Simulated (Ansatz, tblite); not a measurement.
Si: GFN2-xTB, run from Python

These are simulated results from tblite 0.8.0, not measurements. The cell was built from a prototype and was relaxed with r2SCAN in plane waves (Ansatz 0.2.0). Not every such cell is a known phase. All runs are without spin polarisation.

Space group P6_3/mmc (No. 194), hexagonal; a = 3.832 Å, c = 6.341 Å in the conventional setting, 20.16 Å³ an atom. Si is surrounded by 4 Si at 2.35–2.37 Å.

tblite solves periodic systems at the zone centre alone, so the script builds a cluster of 3×3×2 conventional cells (72 atoms), which folds in a coarse mesh of k points.

run.py reads:

```python
import json
from ase import Atoms
from ase.build import make_supercell
from ase.units import Bohr, GPa, Hartree
from tblite.interface import Calculator

atoms = Atoms(['Si', 'Si', 'Si', 'Si'],
              cell=[[3.83212953, 0.0, 0.0], [-1.91606477, 3.31872152, 0.0], [0.0, 0.0, 6.3412169]],
              scaled_positions=[[0.333333333, 0.666666667, 0.000560942], [0.666666667, 0.333333333, 0.500560942], [0.333333333, 0.666666667, 0.374439058], [0.666666667, 0.333333333, 0.874439058]],
              pbc=True)
cluster = make_supercell(atoms, [[3, 0, 0], [0, 3, 0], [0, 0, 2]])
calc = Calculator('GFN2-xTB', cluster.numbers, cluster.positions / Bohr, lattice=cluster.cell[:] / Bohr, periodic=cluster.pbc)
calc.set('temperature', 0.02 / Hartree)
calc.set('max-iter', 150)
res = calc.singlepoint()
levels = res.get('orbital-energies') * Hartree
nv = round(res.get('orbital-occupations').sum() / 2)
cells = len(cluster) // len(atoms)
out = {'energy_per_cell': res.get('energy') * Hartree / cells, 'homo': levels[nv - 1], 'lumo': levels[nv],
       'stress': (-res.get('virial') * Hartree / cluster.get_volume() / GPa).tolist(), 'charges': res.get('charges')[:len(atoms)].tolist(), 'electrons': 2 * nv / cells}
json.dump(out, open('results.json', 'w'))
for key, value in out.items():
    print(key, value)
```

Command: `python run.py`. It took 5.7 s on 1 thread of Intel(R) Xeon(R) 6975P-C (Granite Rapids), with other jobs on the host, peak memory 0.14 GiB.

Output:

```
------------------------------------------------------------
  cycle        total energy    energy error   density error
------------------------------------------------------------
      1     -122.8157686986  -1.2365752E+02   3.4412683E-02
      2     -122.8170886656  -1.3199670E-03   2.3337600E-02
      3     -122.8173039322  -2.1526658E-04   1.0217472E-02
      4     -122.8174160764  -1.1214420E-04   5.1619785E-03
      5     -122.8174550209  -3.8944475E-05   1.5320811E-04
      6     -122.8174557825  -7.6162377E-07   3.1283552E-05
      7     -122.8174558200  -3.7544808E-08   7.9328246E-06
------------------------------------------------------------

 total:                                   5.331 sec
energy_per_cell -185.66851115832947
homo -6.941515790438238
lumo -5.322297015609647
stress [[-2.1884943480353938, -5.901435579877731e-07, 4.361798116066599e-09], [-5.901435580076126e-07, -2.188495000586454, -2.5182840274099503e-09], [4.361798123973723e-09, -2.518284011756676e-09, -3.658866927685573]]
charges [-2.0714322151449416e-06, 2.901520716400152e-06, -3.829016484296899e-06, 3.1836972117504914e-06]
electrons 16.0
```

The cycle table is in hartree for the whole cluster, and the lines after it are in eV (the energy for one cell). The printed stress is in GPa and positive in compression, and the pressure is its mean diagonal.

GFN2-xTB gives a gap of 1.62 eV. On the same cell, plane-wave PBE (Ansatz, 12×12×4 k points and the special points) gives a gap of 0.43 eV and r2SCAN a gap of 0.61 eV; on shared hosts these took about 2.1 and 4.8 core-seconds on the 4-atom cell, against 5.7 for the script. Semilocal gaps usually lie below measured ones. xTB was fitted to molecules, so gaps, charges and pressures of solids can be far off, and the gap also depends on the size of the cluster.

The same script was run on cells scaled at fixed shape and fractional coordinates:

```json
{"volume (Å³/atom)": "17.74", "energy (meV/atom)": "87.4", "pressure (GPa, positive in compression)": "16.96", "gap (eV)": "1.53"}
{"volume (Å³/atom)": "18.95", "energy (meV/atom)": "7.1", "pressure (GPa, positive in compression)": "5.14", "gap (eV)": "1.58"}
{"volume (Å³/atom)": "20.16", "energy (meV/atom)": "0.0", "pressure (GPa, positive in compression)": "-2.68", "gap (eV)": "1.62"}
{"volume (Å³/atom)": "21.37", "energy (meV/atom)": "40.3", "pressure (GPa, positive in compression)": "-7.58", "gap (eV)": "1.64"}
{"volume (Å³/atom)": "22.58", "energy (meV/atom)": "109.3", "pressure (GPa, positive in compression)": "-10.36", "gap (eV)": "1.65"}
```

A Birch-Murnaghan fit puts the minimum at 19.68 Å³/atom, 2.4 % below the given cell, with a bulk modulus of 119 GPa at fixed shape.

xTB was fitted mostly to molecules, and a small cluster samples few k points, so gaps, pressures and kinks along a curve can be far from a solid's.
